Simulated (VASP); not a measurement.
**Results of a VASP single-point calculation on CaO (strained rocksalt)**

POSCAR

```
Ca O
 1.0000000000000000
     0.0000000000000000    2.4215256147000002    2.3855623630000000
     2.4215256147000002    0.0000000000000000    2.3855623630000000
     2.4215256147000002    2.4215256147000002    0.0000000000000000
 Ca  O
   1   1
Cartesian
  0.0000000000000000  0.0000000000000000  0.0000000000000000
  2.4215256147000002  2.4215256147000002  2.3855623630000000
```

```
gap between bands v and c : 4.13 eV
least direct gap          : 4.56 eV
```

Band v is the last that the valence electrons fill when counted band by band, and c is the next. Levels in eV from the top of v:

| point | v−1 | v | c | c+1 |
| --- | --- | --- | --- | --- |
| Γ | -0.04 | 0.00 | 5.33 | 6.78 |
| X | -0.40 | -0.37 | 4.18 | 8.67 |
| K | -1.17 | -0.81 | 5.63 | 8.60 |
| L | -1.21 | -1.21 | 7.64 | 8.97 |
| W | -1.09 | -1.01 | 6.82 | 6.86 |

Q: Which of these levels of theory gave these results?
A. PBE with spin–orbit coupling
B. PBEsol
C. r²SCAN
D. HSE06
E. PBE
F. LDA
G. PBE0

A: C.

The INCAR was:

```
LELF = .TRUE.
LCHARG = .TRUE.
METAGGA = R2SCAN
ISMEAR = 0
SIGMA = 0.01
LASPH = .TRUE.
NSW = 0
LREAL = .FALSE.
EDIFF = 1E-7
ALGO = Normal
IBRION = -1
PREC = Accurate
ISIF = 2
NBANDS = 15
ENCUT = 520
LWAVE = .FALSE.
NELM = 120
```
